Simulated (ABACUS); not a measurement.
# GaP (F-43m) in ABACUS: a series of runs

The runs below take GaP through band structure, equation of state, with PBE.

Everything below comes from runs of ABACUS 3.10.1. Logs are shortened: lines on timing, memory, paths and dates and some standing lists are left out, and cuts for length are marked.

**The experiment to reproduce.**

From “Stacking defects in GaP nanowires: Electronic structure and optical properties”, 2018, arxiv:1810.01194, for a bulk crystal of GaP at 10 K: band gap 2.34 eV (indirect).

The runs below are set against these values where they give the same quantity.

## (1) Starting point

Symmetry: F-43m, No. 216, cubic system. Conventional cell: a = 5.451 Å, b = 5.451 Å, c = 5.451 Å, α = 90.00°, β = 90.00°, γ = 90.00°. Ga (site symmetry -43m) has 4 P at 2.36 Å as nearest neighbours. P (site symmetry -43m) has 4 Ga at 2.36 Å as nearest neighbours.

## (2) Band structure, PBE, spin-orbit coupling, no magnetisation

INPUT reads:

```
INPUT_PARAMETERS
suffix              GaP
calculation         nscf
basis_type          lcao
pseudo_dir          ./
orbital_dir         ./
symmetry            -1
dft_functional      pbe
ecutwfc             100.0
pseudo_rcut         10
nspin               4
nbands              38
ks_solver           scalapack_gvx
smearing_method     fd
smearing_sigma      0.00367493
scf_thr             1e-07
scf_nmax            100
mixing_type         broyden
mixing_beta         0.4
noncolin            0
lspinorb            1
init_chg            file
out_band            1
```

STRU reads:

```
ATOMIC_SPECIES
Ga 69.7230 Ga.upf
P 30.9738 P.upf

NUMERICAL_ORBITAL
Ga_confined-atom_8au_2s2p2d.orb
P_confined-atom_7au_2s2p1d.orb

LATTICE_CONSTANT
1.8897261246

LATTICE_VECTORS
-2.7252500000 0.0000000000 2.7252500000
0.0000000000 2.7252500000 2.7252500000
-2.7252500000 2.7252500000 0.0000000000

ATOMIC_POSITIONS
Direct

Ga
0.0
1
0.0000000000 0.0000000000 0.0000000000 1 1 1

P
0.0
1
0.2500000000 0.2500000000 0.2500000000 1 1 1
```

KPT reads:

```
K_POINTS
12
Line
0.00000000 0.00000000 0.00000000 10 // G
0.50000000 0.00000000 0.50000000 10 // X
0.50000000 0.25000000 0.75000000 10 // W
0.37500000 0.37500000 0.75000000 10 // K
0.00000000 0.00000000 0.00000000 10 // G
0.50000000 0.50000000 0.50000000 10 // L
0.62500000 0.25000000 0.62500000 10 // U
0.50000000 0.25000000 0.75000000 10 // W
0.50000000 0.50000000 0.50000000 10 // L
0.37500000 0.37500000 0.75000000 1 // K
0.62500000 0.25000000 0.62500000 10 // U
0.50000000 0.00000000 0.50000000 1 // X
```

Potentials or basis: PseudoDojo NC FR 0.4 PBE standard, DZP LCAO (the cutoffs set its grid).

Run with:

```bash
$ OMP_NUM_THREADS=1 mpirun -np 4 abacus > log
```

running log:

```text
ABACUS v3.10.1

               Atomic-orbital Based Ab-initio Computation at UStc

 ------------------------------------------------------------------------------------

 READING GENERAL INFORMATION
                           global_out_dir = OUT.GaP/
                           global_in_card = INPUT
                               pseudo_dir = ./
                              orbital_dir = ./
                                    DSIZE = 4
                                    GSIZE = 1

 READING UNITCELL INFORMATION
                                    ntype = 2
                  lattice constant (Bohr) = 1.88973
              lattice constant (Angstrom) = 1

 READING ATOM TYPE 1
                               atom label = Ga
                      L=0, number of zeta = 2
                      L=1, number of zeta = 2
                      L=2, number of zeta = 2
             number of atom for this type = 1
               magnetization of element 1 = [ 0, 0, 0 ]

 READING ATOM TYPE 2
                               atom label = P
                      L=0, number of zeta = 2
                      L=1, number of zeta = 2
                      L=2, number of zeta = 1
             number of atom for this type = 1
               magnetization of element 2 = [ 0, 0, 0 ]

                        TOTAL ATOM NUMBER = 2
DIRECT COORDINATES
    atom                   x                   y                   z     mag                  vx                  vy                  vz
taud_Ga1            0.0000000000        0.0000000000        0.0000000000  0.0000        0.0000000000        0.0000000000        0.0000000000
taud_P1            0.2500000000        0.2500000000        0.2500000000  0.0000        0.0000000000        0.0000000000        0.0000000000

                          Volume (Bohr^3) = 273.178
                             Volume (A^3) = 40.4807

 Lattice vectors: (Cartesian coordinate: in unit of a_0)
             -2.72525                  +0            +2.72525
                   +0            +2.72525            +2.72525
             -2.72525            +2.72525                  +0
 Reciprocal vectors: (Cartesian coordinate: in unit of 2 pi/a_0)
            -0.183469           -0.183469           +0.183469
            +0.183469           +0.183469           +0.183469
            -0.183469           +0.183469           -0.183469
 The esolver type has been set to : ksdft_lcao

                PAO radial cut off (Bohr) = 10

 Read in pseudopotential file is Ga.upf
                     pseudopotential type = NC
          exchange-correlation functional = PBE
                 nonlocal core correction = 1
                        valence electrons = 13
                                     lmax = 2
                           number of zeta = 5
                     number of projectors = 10
                           L of projector = 0
                           L of projector = 0
[... 8 lines left out ...]
                PAO radial cut off (Bohr) = 10

 Read in pseudopotential file is P.upf
[... 73 lines left out ...]
                                   nkstot = 102
K-POINTS DIRECT COORDINATES
 KPOINTS    DIRECT_X    DIRECT_Y    DIRECT_Z  WEIGHT
       1  0.00000000  0.00000000  0.00000000  1.0000
       2  0.05000000  0.00000000  0.05000000  1.0000
       3  0.10000000  0.00000000  0.10000000  1.0000
       4  0.15000000  0.00000000  0.15000000  1.0000
       5  0.20000000  0.00000000  0.20000000  1.0000
       6  0.25000000  0.00000000  0.25000000  1.0000
[... 22 lines left out ...]
      29  0.40000000  0.35000000  0.75000000  1.0000
      30  0.38750000  0.36250000  0.75000000  1.0000
[... 72 further k points ...]

           k-point number in this process = 102
       minimum distributed K point number = 102

[... K-POINTS CARTESIAN COORDINATES: 102 rows ...]

[... K-POINTS DIRECT COORDINATES: 102 rows ...]

 SETUP PLANE WAVES FOR WAVE FUNCTIONS
     energy cutoff for wavefunc (unit:Ry) = 100
              fft grid for wave functions = [ 48, 48, 48 ]
                    number of plane waves = 5601
                         number of sticks = 421

 PARALLEL PW FOR WAVE FUNCTIONS
     PROC   COLUMNS(POT)             PW
        1            105           1400
        2            106           1402
        3            105           1399
        4            105           1400
 --------------- sum -------------------
        4            421           5601

 SET NONLOCAL PSEUDOPOTENTIAL PROJECTORS
 SET NONLOCAL PSEUDOPOTENTIAL PROJECTORS
 max number of nonlocal projetors among all species is 10

 -------------------------------------------
 NONSELF-CONSISTENT
 -------------------------------------------

 SETUP SEARCHING RADIUS FOR PROGRAM TO SEARCH ADJACENT ATOMS
                  longest orb rcut (Bohr) = 8
   longest nonlocal projector rcut (Bohr) = 1.94
                     search radius (Bohr) = 19.9
              searching radius is (Bohr)) = 19.9
         searching radius unit is (Bohr)) = 1.89
                         PeriodicBoundary = 1
                        Radius(unit:lat0) = 10.5
                                   glayer = [ 5, 5, 5 ]
                             glayer_minus = [ 4, 4, 4 ]

Find the coordinate range of the input atom(unit:lat0).
                                  min_tau = [ -23.2, -21.8, -21.8 ]
                                  max_tau = [ 21.8, 23.2, 23.2 ]
                                BoxNumber = [ 9, 9, 9 ]

 SETUP EXTENDED REAL SPACE GRID FOR GRID INTEGRATION
                          real space grid = [ 48, 48, 48 ]
                 big cell numbers in grid = [ 12, 12, 12 ]
             meshcell numbers in big cell = [ 4, 4, 4 ]
                        extended fft grid = [ 17, 17, 17 ]
                dimension of extened grid = [ 47, 47, 47 ]
                            UnitCellTotal = 125
              Atom number in sub-FFT-grid = 2
    Local orbitals number in sub-FFT-grid = 62
                                ParaV.nnr = 75352
                                 init_chg = file
 try to read charge from file
 Read in the charge density: OUT.GaP//GaP-CHARGE-DENSITY.restart

 LCAO ALGORITHM --------------- ION=   1  ELEC=   1--------------------------------
[... levels at 102 k points of this process ...]

total magnetism (Bohr mag/cell)	4.14670e-14	-8.91156e-15	2.31800e-13
       absolute magnetism (Bohr mag/cell) = 3.76959e-13

 Density error is 0.00000000000
----------------------------------------------------------
     Energy           Rydberg                 eV
----------------------------------------------------------
 E_KohnSham     -166.8351223576      -2269.9082905908
 E_KS(sigma->0) -166.8351223568      -2269.9082905801
 E_Harris       -166.8351223576      -2269.9082905908
 E_band         -3.6732198412        -49.9767198466
 E_one_elec     -76.5129963093       -1041.0127208590
 E_Hartree      52.1619925521        709.7003177424
 E_xc           -46.0064947108       -625.9504730737
 E_Ewald        -96.4776238881       -1312.6454143790
 E_entropy(-TS) -0.0000000016        -0.0000000215
 E_descf        0.0000000000         0.0000000000
 E_exx          0.0000000000         0.0000000000
 E_Fermi        0.6222875712         8.4666567633
----------------------------------------------------------

 charge density convergence is achieved
 final etot is -2269.9082906 eV
 EFERMI = 8.4666567633 eV

 STATE ENERGY(eV) AND OCCUPATIONS    NSPIN == 4
 1/102 kpoint (Cartesian) = 0.0000 0.0000 0.0000 (1160 pws)
       1       -7.26727     0.00980392
       2       -7.26727     0.00980392
       3       -7.26727     0.00980392
       4       -7.26727     0.00980392
       5       -6.84811     0.00980392
       6       -6.84811     0.00980392
[... 230 lines left out ...]
      37        26.1622        0.00000
      38        26.1622        0.00000

[... levels at 96 further k points ...]

 --------------------------------------------
 !FINAL_ETOT_IS -2269.908290590819 eV
 --------------------------------------------

 Output bands in file: OUT.GaP/BANDS_1.dat
```

stdout:

```text
ABACUS v3.10.1

               Atomic-orbital Based Ab-initio Computation at UStc

%%%%%%%%%%%%%%%%%%%%%%%%%%%%%%%%%%%%%%%%%%%%%%%%%%%%%%%%%%%%%%%%%%%%%%%%%%%%%%%%%%%%%%%%%%%%%%%%%%%%%%%%%
 Warning: the number of valence electrons in pseudopotential > 3 for Ga: [Ar] 3d10 4s2 4p1
[... 19 lines left out ...]
 -------------------------------------------
 NONSELF-CONSISTENT :
 -------------------------------------------
 START CHARGE      : file
 ITER     TMAGX      TMAGY      TMAGZ       AMAG        ETOT/eV          EDIFF/eV         DRHO     TIME/s
 GV1      4.15e-14  -8.91e-15   2.32e-13   3.77e-13  -2.26990829e+03   0.00000000e+00   0.0000e+00   1.85
```

Run time: 2.6 s. Hardware: 4 MPI ranks of Intel Xeon Platinum 8259CL at 2.50GHz (Skylake/Cascade Lake), shared host; peak memory 0.52 GiB.

What came out:

| Quantity | Value |
| --- | --- |
| Band gap along the path | 1.58 eV, indirect (least direct gap 1.99 eV) |

Levels at the corners of the path, in eV from the Fermi level:
```tsv
point	band 15	band 16	band 17	band 18	band 19	band 20	band 21	band 22
Γ	-0.77	-0.77	-0.77	-0.77	1.22	1.22	2.98	2.98
X	-3.50	-3.50	-3.48	-3.48	0.87	0.87	1.08	1.08
W	-4.39	-4.37	-4.25	-4.20	3.96	3.96	4.09	4.12
K	-4.75	-4.73	-3.06	-3.06	1.42	1.43	4.06	4.07
Γ	-0.77	-0.77	-0.77	-0.77	1.22	1.22	2.98	2.98
L	-1.96	-1.96	-1.89	-1.89	0.91	0.91	3.89	3.89
U	-4.75	-4.73	-3.06	-3.06	1.42	1.43	4.06	4.07
W	-4.39	-4.37	-4.25	-4.20	3.96	3.96	4.09	4.12
L	-1.96	-1.96	-1.89	-1.89	0.91	0.91	3.89	3.89
K	-4.75	-4.73	-3.06	-3.06	1.42	1.43	4.06	4.07
U	-4.75	-4.73	-3.06	-3.06	1.42	1.43	4.06	4.07
X	-3.50	-3.50	-3.48	-3.48	0.87	0.87	1.08	1.08
```

Caveat: the atomic orbitals were generated for these runs and aren't a published set; the density is read from an earlier self-consistent run, whose mesh may be coarse; the basis of atomic orbitals isn't converged, which shifts pressures, moduli and gaps.

## (3) Equation of state, PBE, spin-orbit coupling, no magnetisation, 19.03 Å³/atom (volume scaled by 0.94)

INPUT reads:

```
INPUT_PARAMETERS
suffix              GaP
calculation         scf
basis_type          lcao
pseudo_dir          ./
orbital_dir         ./
latname             fcc
symmetry            0
dft_functional      pbe
ecutwfc             100
pseudo_rcut         10
nspin               4
nbands              26
ks_solver           genelpa
smearing_method     fd
smearing_sigma      0.00367493
scf_thr             1e-07
scf_nmax            100
mixing_type         broyden
mixing_beta         0.4
cal_force           1
cal_stress          1
noncolin            0
lspinorb            1
out_mul             1
```

STRU, as its differences from that of step 2:

```diff
@@ -9,8 +9,3 @@
 LATTICE_CONSTANT
-1.8897261246
-
-LATTICE_VECTORS
--2.7252500000 0.0000000000 2.7252500000
-0.0000000000 2.7252500000 2.7252500000
--2.7252500000 2.7252500000 0.0000000000
+10.0896901371
```

KPT reads:

```
K_POINTS
0
Gamma
5 5 5 0 0 0
```

Potentials or basis: PseudoDojo NC FR 0.4 PBE standard, DZP LCAO (the cutoffs set its grid).

Run with:

```bash
$ OMP_NUM_THREADS=1 mpirun -np 4 abacus > log
```

Run time: 23 s. Hardware: 4 MPI ranks of Intel Xeon Platinum 8259CL at 2.50GHz (Skylake/Cascade Lake), shared host; peak memory 0.56 GiB.

The run converged. Its results:

| Property | Result |
| --- | --- |
| Free energy | -2269.5305 eV |
| Pressure | 10.9 GPa |
| Band gap on the k mesh | 1.47 eV, indirect (least direct gap 2.55 eV) |
| Mulliken charges | Ga -0.24; P +0.24 e |

Caveat: the atomic orbitals were generated for these runs and aren't a published set; Mulliken charges move with the basis; an odd mesh through Γ misses points on the zone boundary, where band edges often lie; the basis of atomic orbitals isn't converged, which shifts pressures, moduli and gaps.

## (4) Equation of state, PBE, spin-orbit coupling, no magnetisation, 19.84 Å³/atom (volume scaled by 0.98)

INPUT is that of step 3.

STRU, as its differences from that of step 3:

```diff
@@ -9,3 +9,3 @@
 LATTICE_CONSTANT
-10.0896901371
+10.2308229630
```

KPT is that of step 3.

Run with:

```bash
$ OMP_NUM_THREADS=1 mpirun -np 4 abacus > log
```

Run time: 22 s. Hardware: 4 MPI ranks of Intel Xeon Platinum 8259CL at 2.50GHz (Skylake/Cascade Lake), shared host; peak memory 0.56 GiB.

It converged, with:

```
Free energy            : -2269.6154 eV
Pressure               : 6.1 GPa
Band gap on the k mesh : 1.55 eV, indirect (least direct gap 2.17 eV)
Mulliken charges       : Ga -0.23; P +0.23 e
```

Caveat: the atomic orbitals were generated for these runs and aren't a published set; Mulliken charges move with the basis; an odd mesh through Γ misses points on the zone boundary, where band edges often lie; the basis of atomic orbitals isn't converged, which shifts pressures, moduli and gaps.

## (5) Equation of state, PBE, spin-orbit coupling, no magnetisation, 20.65 Å³/atom (volume scaled by 1.02)

INPUT is that of step 4.

STRU, as its differences from that of step 4:

```diff
@@ -9,3 +9,3 @@
 LATTICE_CONSTANT
-10.2308229630
+10.3681658343
```

KPT is that of step 4.

Run with:

```bash
$ OMP_NUM_THREADS=1 mpirun -np 4 abacus > log
```

It took 21 s on 4 MPI ranks of Intel Xeon Platinum 8259CL at 2.50GHz (Skylake/Cascade Lake), shared host; peak memory 0.56 GiB.

The run converged. Its results:

```yaml
Free_energy: -2269.6576 eV
Pressure: 2.3 GPa
Band_gap_on_the_k_mesh: 1.62 eV, indirect (least direct gap 1.81 eV)
Mulliken_charges: Ga -0.23; P +0.23 e
```

Caveat: the atomic orbitals were generated for these runs and aren't a published set; Mulliken charges move with the basis; an odd mesh through Γ misses points on the zone boundary, where band edges often lie; the basis of atomic orbitals isn't converged, which shifts pressures, moduli and gaps.

## (6) Equation of state, PBE, spin-orbit coupling, no magnetisation, 21.45 Å³/atom (volume scaled by 1.06)

INPUT is that of step 5.

STRU, as its differences from that of step 5:

```diff
@@ -9,3 +9,3 @@
 LATTICE_CONSTANT
-10.3681658343
+10.5019633765
```

KPT is that of step 5.

Potentials or basis: PseudoDojo NC FR 0.4 PBE standard, DZP LCAO (the cutoffs set its grid).

Run with:

```bash
$ OMP_NUM_THREADS=1 mpirun -np 4 abacus > log
```

Wall time 20 s (4 MPI ranks of Intel Xeon Platinum 8259CL at 2.50GHz (Skylake/Cascade Lake), shared host); peak memory 0.56 GiB.

It converged, with:

* Free energy: -2269.6649 eV
* Pressure: -0.8 GPa
* Band gap on the k mesh: 1.48 eV, direct
* Mulliken charges: Ga -0.21; P +0.21 e

Caveat: the atomic orbitals were generated for these runs and aren't a published set; Mulliken charges move with the basis; an odd mesh through Γ misses points on the zone boundary, where band edges often lie; the basis of atomic orbitals isn't converged, which shifts pressures, moduli and gaps.

## (7) Equation of state, PBE, spin-orbit coupling, no magnetisation

No new run: the results of the series are fitted here.

Results:

| Property | Result |
| --- | --- |
| Equilibrium volume | 21.23 Å³/atom |
| Bulk modulus | 78 GPa |
| Pressure derivative of the bulk modulus | 4.3 (rough: it moves with the points fitted) |

Energy against volume, from the lowest point:
```csv
volume (Å³/atom),energy (meV/atom)
19.026,67.19
19.836,24.72
20.645,3.64
21.455,0.00
```

Caveat: the k mesh is coarse (spacing up to 0.40 Å⁻¹), so the values aren't converged; the atomic orbitals were generated for these runs and aren't a published set; the basis of atomic orbitals isn't converged, which shifts pressures, moduli and gaps. Zero-point motion and thermal expansion aren't in these numbers.

## (8) How close it comes

Step 2. A measured gap of GaP is 2.34 eV (indirect; 10 K; quoted in “Stacking defects in GaP nanowires: Electronic structure and optical properties”, 2018, arxiv:1810.01194); the calculated 1.58 eV misses it by -0.76 eV. The value is that of PBE in an atomic basis (PseudoDojo NC FR 0.4 PBE standard, DZP LCAO (the cutoffs set its grid)), whose error adds to the functional's,, without temperature or zero-point motion. Semilocal functionals fall short of measured gaps as a rule.
